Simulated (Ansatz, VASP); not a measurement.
PtS2 in VASP and in Ansatz

Contents of INCAR:

```
ALGO     = Normal         # electronic algorithm
EDIFF    = 1E-7           # SCF threshold, eV
ENCUT    = 520            # plane-wave cutoff, eV
GGA      = PE             # functional
ISIF     = 2              # what is computed and relaxed
ISMEAR   = 0              # smearing method
LASPH    = T              # aspherical terms in the spheres
LCHARG   = T              # write CHGCAR
LELF     = T              # ELF
LREAL    = F              # projectors in reciprocal space
LVHAR    = T            
LWAVE    = F              # write WAVECAR
NBANDS   = 18             # bands
NELM     = 100            # most SCF steps
PREC     = Accurate       # precision mode
SIGMA    = 0.01           # smearing width, eV
```

The input KPOINTS:

```
k-points
0
Gamma
  6 6 6
```

Contents of POSCAR:

```
PtS2
1.0
    1.7644429028      1.0187015849      5.5230462124
   -1.7644429028      1.0187015849      5.5230462124
    0.0000000000     -2.0374031698      5.5230462124
Pt S
1 2
Direct
    0.0000000000      0.0000000000      0.0000000000
    0.2583047870      0.2583047870      0.2583047870
    0.7416952130      0.7416952130      0.7416952130
```

Input for Ansatz:

```yaml
crystal:
  lattice:
    - [1.7644429028, 1.0187015849, 5.5230462124]
    - [-1.7644429028, 1.0187015849, 5.5230462124]
    - [0.0, -2.0374031698, 5.5230462124]
  atoms:
    - { symbol: Pt, position: [0.0, 0.0, 0.0] }
    - { symbol: S, position: [0.258304787, 0.258304787, 0.258304787] }
    - { symbol: S, position: [0.741695213, 0.741695213, 0.741695213] }
kpoints:
  mp_grid: { grid: [6, 6, 6] }
hamiltonian:
  xc: pbe
scf:
  occupations: { method: fixed }
  n_extra_bands: 4
output:
  forces: true
  stress: true
  eigenvalues: true
```

The cell was built by a generator and needn't be a form met in nature.

Alike in both runs: task single point; functional PBE; k mesh 6 × 6 × 6; no spin polarisation.

|  | VASP | Ansatz |
| --- | --- | --- |
| version | VASP 6.6.1 | Ansatz 0.2.0 |
| potentials or method | VASP PAW PBE potentials, release 64 (Pt, S) | plane waves, PAW |
| plane-wave cutoff (eV) | 520 | 420 |
| occupations | gaussian, width 0.01 eV | fixed |
| valence electrons in the cell | 22 | 30 |

Ansatz gave:

```
gap on the k mesh at the Fermi level (eV)       : 1.32
pressure (GPa)                                  : 3.5
largest component of the traceless stress (GPa) : 1.01
rms of the force components (eV/Å)              : 0.021
```

Question: Which values does VASP return?

Answer: gap on the k mesh at the Fermi level (eV): 1.32; pressure (GPa): 3.1; largest component of the traceless stress (GPa): 0.90; rms of the force components (eV/Å): 0.002.

Atom by atom the forces differ by 0.019 eV/Å (rms over components). The two sets of potentials don't hold the same shells in valence.

Caveats: spin-orbit coupling is left out, which moves the levels of the heavy elements. A k mesh can miss the band edges.
